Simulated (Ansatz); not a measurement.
ZnTe (F-43m), Ansatz (a program for electronic structure) with r2SCAN with spin-orbit coupling, rigid bands: N_v = 1.63e19 cm⁻³ at 300 K and a hole conductivity mass of 0.480 mₑ.

### Question
For 1e17 holes per cm³ at 300 K, place the Fermi level, estimate the Seebeck coefficient of a parabolic band with constant τ, and give mobility and conductivity for τ = 5 fs.

### Answer
The level lies k_BT ln(N_v/p) = 0.132 eV above the valence-band maximum. S ≈ +(k_B/e)[ln(N_v/p) + 5/2] = 654 μV/K, against 653 μV/K from the full bands (mean over directions). μ = eτ/m = 18.3 cm²/(V·s) and σ = peμ = 0.294 S/cm. τ is assumed, not computed.

Band transport and this doping are assumed; polarons and phonon drag are left out.
